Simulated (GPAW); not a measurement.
# CdSe (F-43m) in GPAW: settings compared

The runs below take CdSe through equation of state, band structure, with BP86, r4SCAN, PW91.

All numbers are computed with GPAW 26.7.0; they aren't measurements. Logs are shortened: lines on timing, memory, paths and dates and some standing lists are left out, and cuts for length are marked. The log counts tension as positive stress, the text compression.

## 1. The structure

Symmetry: F-43m, No. 216, cubic system. The conventional cell has a = 6.141 Å, b = 6.141 Å, c = 6.141 Å, α = 90.00°, β = 90.00°, γ = 90.00°. Cd (site symmetry -43m) is surrounded by 4 Se at 2.66 Å. Se (site symmetry -43m) is surrounded by 4 Cd at 2.66 Å.

Measurements of this composition are mostly on another form, of space group No. 186.

## 2. Equation of state, BP86

run.py reads:

```python
from ase import Atoms
from ase.eos import EquationOfState
from ase.io import Trajectory
from ase.units import GPa
from gpaw import GPAW, PW, setup_paths

setup_paths.insert(0, '.')

atoms = Atoms(['Cd', 'Se'],
              cell=[[0.0, 3.0702711986, 3.0702711986],
                    [3.0702711986, 0.0, 3.0702711986],
                    [3.0702711986, 3.0702711986, 0.0]],
              scaled_positions=[[0.0, 0.0, 0.0],
                                [0.25, 0.25, 0.25]],
              pbc=True)

traj = Trajectory('eos.traj', 'w')
volumes, energies = [], []
for x in [0.94, 0.96, 0.98, 1.0, 1.02, 1.04, 1.06]:
    a = atoms.copy()
    a.set_cell(atoms.cell * x**(1 / 3), scale_atoms=True)
    calc = GPAW(mode=PW(600),
                xc='GGA_X_B88+GGA_C_P86',
                kpts={'size': (6, 6, 6), 'gamma': True},
                occupations={'name': 'fermi-dirac', 'width': 0.05},
                nbands=18,
                convergence={'density': 1e-05, 'energy': 1e-05},
                maxiter=150,
                txt=f'eos-{x:.2f}.txt')
    a.calc = calc
    energies.append(a.get_potential_energy(force_consistent=True))
    volumes.append(a.get_volume())
    p = -a.get_stress()[:3].mean() / GPa
    calc.write(f'eos-{x:.2f}.gpw')
    traj.write(a)
    print(f'{x:.2f} {volumes[-1]:10.4f} A^3 {energies[-1]:14.6f} eV {p:9.3f} GPa', flush=True)

v0, e0, B = EquationOfState(volumes, energies, eos='birchmurnaghan').fit()
print(f'V0 = {v0:.4f} A^3, E0 = {e0:.6f} eV, B0 = {B / GPa:.2f} GPa')
```

Potentials or basis: PAW data sets generated in the run's folder for this functional, pw.

On the command line:

```bash
$ gpaw-setup -f GGA_X_B88+GGA_C_P86 Cd Se
$ OMP_NUM_THREADS=1 python run.py
```

The log of the run:

```text
__  _  _
 | _ |_)|_||  |
 |__||  | ||/\| - 26.7.0

Input parameters:
  mode=PW(ecut=600.0),
  convergence={'density': 1e-05, 'energy': 1e-05},
  kpts=MonkhorstPack(size=(6, 6, 6), gamma=True),
  maxiter=150,
  nbands=18,
  occupations=Occupations(name='fermi-dirac', width=0.05),
  xc=XC(name='GGA_X_B88+GGA_C_P86')

Diagonalizing LCAO Hamiltonian
Converting LCAO to pw mode

            Se

       Cd

Atoms  # Å, Bohr magnetons
|   | symbol |        x |        y |        z |    initial magnetic moments |
|---|--------|----------|----------|----------|-----------------------------|
| 0 |     Cd | 0.000000 | 0.000000 | 0.000000 | ( 0.0000,  0.0000,  0.0000) |
| 1 |     Se | 1.514388 | 1.514388 | 1.514388 | ( 0.0000,  0.0000,  0.0000) |

Unit cell  # Å
| periodic |        x |        y |        z |  lengths |    angles |
|----------|----------|----------|----------|----------|-----------|
|      yes | 0.000000 | 3.028776 | 3.028776 | 4.283336 | 60.000000 |
|      yes | 3.028776 | 0.000000 | 3.028776 | 4.283336 | 60.000000 |
|      yes | 3.028776 | 3.028776 | 0.000000 | 4.283336 | 60.000000 |

Number of symmetries: 24
Symmetry operations  # r_c * U_cc + t_c -> r_c
|    | kind |            matrix            |
|----|------|------------------------------|
|  0 |  E   |  1, 0, 0,  0, 1, 0,  0, 0, 1 |
|  1 |  σ   |  1, 0, 0,  0, 0, 1,  0, 1, 0 |
|  2 |  σ   |  1, 0,-1,  0, 1,-1,  0, 0,-1 |
|  3 |  C3  |  1, 0,-1,  0, 0,-1,  0, 1,-1 |
|  4 |  C3  |  1,-1, 0,  0,-1, 1,  0,-1, 0 |
|  5 |  σ   |  1,-1, 0,  0,-1, 0,  0,-1, 1 |
|  6 |  σ   |  0, 1, 0,  1, 0, 0,  0, 0, 1 |
|  7 |  C3  |  0, 1, 0,  0, 0, 1,  1, 0, 0 |
|  8 |  C2  |  0, 1,-1,  1, 0,-1,  0, 0,-1 |
|  9 |  S4  |  0, 1,-1,  0, 0,-1,  1, 0,-1 |
| 10 |  C3  |  0, 0, 1,  1, 0, 0,  0, 1, 0 |
| 11 |  σ   |  0, 0, 1,  0, 1, 0,  1, 0, 0 |
| 12 |  S4  |  0, 0,-1,  1, 0,-1,  0, 1,-1 |
| 13 |  C3  |  0, 0,-1,  0, 1,-1,  1, 0,-1 |
| 14 |  S4  |  0,-1, 1,  1,-1, 0,  0,-1, 0 |
| 15 |  C2  |  0,-1, 1,  0,-1, 0,  1,-1, 0 |
| 16 |  C3  |  0,-1, 0,  1,-1, 0,  0,-1, 1 |
| 17 |  S4  |  0,-1, 0,  0,-1, 1,  1,-1, 0 |
| 18 |  S4  | -1, 1, 0, -1, 0, 1, -1, 0, 0 |
| 19 |  C3  | -1, 1, 0, -1, 0, 0, -1, 0, 1 |
| 20 |  C3  | -1, 0, 1, -1, 1, 0, -1, 0, 0 |
| 21 |  S4  | -1, 0, 1, -1, 0, 0, -1, 1, 0 |
| 22 |  σ   | -1, 0, 0, -1, 1, 0, -1, 0, 1 |
| 23 |  C2  | -1, 0, 0, -1, 0, 1, -1, 1, 0 |

BZ-sampling:
  Number of BZ points: 216
  Number of IBZ points: 16

  Monkhorst-Pack size: [6, 6, 6]
  Monkhorst-Pack shift: [0.08333333333333333, 0.08333333333333333, 0.08333333333333333]

K-points  # in reciprocal-cell coordinates
|     |                                coordinates |     weight |
|-----|--------------------------------------------|------------|
|   0 | (  0.00000000,   0.00000000,   0.00000000) | 0.00462963 |
|   1 | (  0.16666667,   0.16666667,   0.00000000) | 0.02777778 |
|   2 | (  0.16666667,   0.16666667,   0.16666667) | 0.03703704 |
|   3 | (  0.33333333,   0.16666667,   0.16666667) | 0.05555556 |
|   4 | (  0.33333333,   0.33333333,  -0.33333333) | 0.05555556 |
|   5 | (  0.33333333,   0.33333333,   0.00000000) | 0.02777778 |
|   6 | (  0.33333333,   0.33333333,   0.16666667) | 0.11111111 |
|   7 | (  0.33333333,   0.33333333,   0.33333333) | 0.03703704 |
|   8 | (  0.50000000,   0.33333333,  -0.33333333) | 0.11111111 |
|   9 | (  0.50000000,   0.33333333,  -0.16666667) | 0.05555556 |
| ... |                                            |            |
|  15 | (  0.50000000,   0.50000000,   0.50000000) | 0.01851852 |

Plane wave coefficients: 1874
Cutoff: 600.0 eV

Spin-components: 1 (collinear spins)
Bands:           18
Projectors:      11
Spin-degeneracy: 2
Datatype:        complex128

Parallelization:
  kpt:    1
  domain: 1
  band:   1

Density:
  Valence electrons: 18.0
  Components: 1
  Grid points: [25 25 25]
  Charge: 0.0  # |e|

Potential:
  Grid points: [25 25 25]

species:
  Cd:
    name:    Cadmium
    Z:       48.0
    valence: 12
    core:    36
    charge:  0.0  # [|e|]
    compensation charges:
      type: gauss
      rc: 0.38  # [Å]
      lmax: 2
    cutoffs:
      filter: 2.12  # [Å]
      core: 2.62  # [Å]
    projectors
    | kind |    occ | energy [eV] | rcut [Å] |
    |------|--------|-------------|----------|
    |   5s |  2.000 |      -5.847 |    1.191 |
    |   5p |  0.000 |      -1.277 |    1.228 |
    |   4d | 10.000 |     -11.854 |    1.164 |
    |    s |        |      21.365 |    1.191 |
    |    p |        |      25.934 |    1.228 |
    |    d |        |      15.358 |    1.164 |

    Using partial waves for Cd as LCAO basis

  Se:
    name:    Selenium
    Z:       34.0
    valence: 6
    core:    28
    charge:  0.0  # [|e|]
    compensation charges:
      type: gauss
      rc: 0.27  # [Å]
      lmax: 2
    cutoffs:
      filter: 1.77  # [Å]
      core: 2.67  # [Å]
    projectors
    | kind |    occ | energy [eV] | rcut [Å] |
    |------|--------|-------------|----------|
    |   4s |  2.000 |     -17.412 |    0.847 |
    |   4p |  4.000 |      -6.626 |    1.005 |
    |    s |        |       9.799 |    0.847 |
    |    p |        |      20.585 |    1.005 |
    |    d |        |       0.000 |    0.847 |

    Using partial waves for Se as LCAO basis

Reference energy: -218323.166793  # eV

eigensolver:
  PPCG
  Converge bands: occupied
  niter=2

density mixing:
  MSR1-Mixer
  Pratt-step length: 0.05
  Maximum mixing coefficient: 0.75
  Old densities: 10
  SVD Regularization: 0.005
  Good broyden scale: 1.0
  Trust region scale: 1.0
  Backstep threshold: 4.0
  History deletion threshold: 6.0
  Fourier metric: weight=20.0, sigma=0.015

occupation numbers:
  Fermi-Dirac:
    width: 0.0500  # eV

poisson solver:
  ecut: 4800.0  # eV

xc functional:
  name: GGA_X_B88+GGA_C_P86 with 2 nearest neighbor stencil

convergence criteria:
- Maximum integral of absolute [dens]ity change: 1e-05 electrons / valence electron
- Maximum [total energy] change in last 3 cyles: 1e-05 eV / valence electron
- Maximum integral of absolute [eigenst]ate change: 4e-08 eV^2 / valence electron
maximum number of iterations: 150

SCF iterations
|iter     | |      energy | eigst |  dens |
|---------|-|-------------|-------|-------|
|iter:   1| |   -5.787656 | -0.55 |       |
|iter:   2| |   -5.710497 | -2.54 | -1.18 |
|iter:   3| |   -5.432518 | -1.65 | -1.22 |
|iter:   4| |   -5.430757 | -3.47 | -1.81 |
|iter:   5| |   -5.430316 | -3.89 | -2.26 |
|iter:   6| |   -5.430333 | -5.36 | -2.99 |
|iter:   7| |   -5.430335c| -6.74 | -3.59 |
|iter:   8| |   -5.430335c| -7.59c| -4.69 |
|iter:   9| |   -5.430335c| -8.11c| -5.13c|

Converged in 9 steps
Energy contributions relative to reference atoms: (reference = -218323.166793)

Energy contributions:
  Kinetic:          22.182494
  Coulomb:         -19.984852
  Zero:              0.044590
  External:          0.000000
  Xc:               -7.672546
  Entropy:          -0.000044
  Spinorbit:         0.000000
  ----------------------------
  Free energy:      -5.430357
  Extrapolated:     -5.430335

dipole moment: (-23.245439, -23.245439, -23.245439)  # |e|*Ang

Fermi level: 3.965
Eigenvalues  # (at kpt = [0.000, 0.000, 0.000])
| band index |      eig [eV] | occ [0-2] |
|------------|---------------|-----------|
|          0 |        -9.039 |     2.000 |
|          1 |        -4.298 |     2.000 |
|          2 |        -4.298 |     2.000 |
|          3 |        -4.298 |     2.000 |
|          4 |        -3.906 |     2.000 |
|          5 |        -3.906 |     2.000 |
[... 10 lines left out ...]
|         16 |        15.742 |     0.000 |
|         17 |        15.742 |     0.000 |

Gap: 0.554 eV
Transition (v -> c):
  (s=0, k=0, n=8, [0.00, 0.00, 0.00]) -> (s=0, k=0, n=9, [0.00, 0.00, 0.00])
No difference between direct/indirect transitions

Stress tensor  # eV/Ang^3
|         x |         y |         z |
|-----------|-----------|-----------|
| -0.021600 | -0.000000 |  0.000000 |
| -0.000000 | -0.021600 |  0.000000 |
|  0.000000 |  0.000000 | -0.021600 |

# Writing to eos-0.96.gpw (mode='')
```

stdout:

```text
0.94    54.4112 A^3      -5.400504 eV     4.804 GPa
0.96    55.5689 A^3      -5.430357 eV     3.461 GPa
0.98    56.7265 A^3      -5.451018 eV     2.260 GPa
1.00    57.8842 A^3      -5.463479 eV     1.186 GPa
1.02    59.0419 A^3      -5.468587 eV     0.225 GPa
1.04    60.1996 A^3      -5.467134 eV    -0.633 GPa
1.06    61.3573 A^3      -5.459971 eV    -1.402 GPa
V0 = 59.3545 A^3, E0 = -5.468806 eV, B0 = 44.79 GPa
```

eos-0.94.txt:

```text
SCF iterations
|iter     | |      energy | eigst |  dens |
|---------|-|-------------|-------|-------|
|iter:   1| |   -5.755663 | -0.52 |       |
|iter:   2| |   -5.679572 | -2.54 | -1.18 |
|iter:   3| |   -5.402862 | -1.65 | -1.22 |
|iter:   4| |   -5.400935 | -3.45 | -1.81 |
|iter:   5| |   -5.400471 | -3.89 | -2.25 |
[... 42 lines left out ...]
|         16 |        16.014 |     0.000 |
|         17 |        16.014 |     0.000 |

Gap: 0.597 eV
Transition (v -> c):
  (s=0, k=0, n=8, [0.00, 0.00, 0.00]) -> (s=0, k=0, n=9, [0.00, 0.00, 0.00])
No difference between direct/indirect transitions

Stress tensor  # eV/Ang^3
|         x |         y |         z |
|-----------|-----------|-----------|
| -0.029982 |  0.000000 | -0.000000 |
|  0.000000 | -0.029982 |  0.000000 |
| -0.000000 |  0.000000 | -0.029982 |

# Writing to eos-0.94.gpw (mode='')
```

Run time: 25 s. Hardware: 1 thread of AMD EPYC 9R45 (Zen 5), shared host; peak memory 0.25 GiB.

What came out:

```yaml
Equilibrium_volume: 29.68 Å³/atom
Bulk_modulus: 45 GPa
Pressure_derivative_of_the_bulk_modulus: 4.9
```

Energy against volume, from the lowest point:
| volume (Å³/atom) | energy (meV/atom) |
| --- | --- |
| 27.206 | 34.04 |
| 27.784 | 19.11 |
| 28.363 | 8.78 |
| 28.942 | 2.55 |
| 29.521 | 0.00 |
| 30.100 | 0.73 |
| 30.679 | 4.31 |

## 3. Band structure, r4SCAN, spin-orbit coupling, no magnetisation

run.py reads:

```python
import numpy as np
from ase.dft.bandgap import bandgap
from ase.io import read, write
from ase.units import GPa
from gpaw import GPAW, PW
from gpaw.spinorbit import soc_eigenstates

atoms = read('CdSe.cif')

calc = GPAW(mode=PW(600),
            xc='MGGA_X_R4SCAN+MGGA_C_R2SCAN',
            kpts={'size': (6, 6, 6), 'gamma': True},
            occupations={'name': 'fermi-dirac', 'width': 0.05},
            nbands=18,
            convergence={'density': 1e-05, 'energy': 1e-05},
            maxiter=150,
            txt='gpaw.txt')
atoms.calc = calc
energy = atoms.get_potential_energy()
forces = atoms.get_forces()
stress = atoms.get_stress()
calc.write('gs.gpw')
write('result.traj', atoms)
print(f'Energy: {energy:.6f} eV')
print('Forces (eV/A):')
print(forces.round(4))
print('Stress (GPa):', (stress / GPa).round(3))
print('Fermi level:', round(calc.get_fermi_level(), 4), 'eV')
print(f'Gap: {bandgap(calc)[0]:.4f} eV, direct: {bandgap(calc, direct=True)[0]:.4f} eV')

path = atoms.cell.bandpath('GXWKGLUWLK,UX', npoints=60, eps=1e-4)
bs_calc = calc.fixed_density(kpts=path, symmetry='off', nbands=30,
                             convergence={'bands': 'CBM+6.0', 'eigenstates': 1e-6}, txt='bands.txt')
bs = bs_calc.band_structure()
bs.write('bs.json')
print(f'Gap on the path: {bandgap(bs_calc)[0]:.4f} eV')

soc = soc_eigenstates(bs_calc, theta=0, phi=0, ignore_xc_potential=True)
np.savetxt('soc_bands.dat', soc.eigenvalues(), fmt='%.4f')
mesh = soc_eigenstates('gs.gpw', theta=0, phi=0, ignore_xc_potential=True)
np.savetxt('soc_mesh.dat', mesh.eigenvalues(), fmt='%.4f')
print('Fermi level with spin-orbit coupling:', round(mesh.fermi_level, 4), 'eV')
```

CdSe.cif reads:

```cif
data_CdSe
_cell_length_a 4.34201917
_cell_length_b 4.34201917
_cell_length_c 4.34201917
_cell_angle_alpha 60.00000000
_cell_angle_beta 60.00000000
_cell_angle_gamma 60.00000000
_space_group_name_H-M_alt 'P1'
_space_group_name_Hall 'P 1'
_space_group_IT_number 1
loop_
_space_group_symop_operation_xyz
'x,y,z'
loop_
_atom_site_label
_atom_site_type_symbol
_atom_site_symmetry_multiplicity
_atom_site_Wyckoff_symbol
_atom_site_fract_x
_atom_site_fract_y
_atom_site_fract_z
_atom_site_occupancy
Cd1 Cd 1 a 0.0000000000 0.0000000000 0.0000000000 1
Se1 Se 1 a 0.2500000000 0.2500000000 0.2500000000 1
```

Potentials or basis: GPAW PAW data sets (gpaw-data 1.2.1), pw.

On the command line:

```bash
$ OMP_NUM_THREADS=1 python run.py
```

Wall time 35 s (1 thread of AMD EPYC 9R45 (Zen 5), shared host); peak memory 0.41 GiB.

It converged, with:

```
Free energy             : -38.4966 eV
Pressure                : -0.7 GPa
Band gap on the k mesh  : 0.78 eV, direct
Band gap along the path : 0.78 eV, direct
```

Levels at the corners of the path, in eV from the valence-band top:
```csv
point,band 16,band 17,band 18,band 19,band 20,band 21
Γ,0.00,0.00,0.00,0.78,0.78,5.98
X,-2.00,-1.86,-1.86,3.35,3.35,3.94
W,-2.26,-2.24,-2.23,5.09,5.27,5.36
K,-2.54,-1.60,-1.60,3.91,3.92,5.27
Γ,0.00,0.00,0.00,0.78,0.78,5.98
L,-0.97,-0.73,-0.73,2.59,2.59,6.66
U,-2.54,-1.60,-1.60,3.91,3.92,5.27
W,-2.26,-2.24,-2.23,5.09,5.27,5.36
L,-0.97,-0.73,-0.73,2.59,2.59,6.66
K,-2.54,-1.60,-1.60,3.91,3.92,5.27
U,-2.54,-1.60,-1.60,3.91,3.92,5.27
X,-2.00,-1.86,-1.86,3.35,3.35,3.94
```

Caveat: spin-orbit coupling was added after a scalar SCF, so levels and gaps hold it while energy, forces, pressure and moments don't; this program's spin-orbit splittings come out too wide for heavy elements; the PAW data sets were made with another functional, which shifts forces and pressure a little.

[end of part 1 of 2]
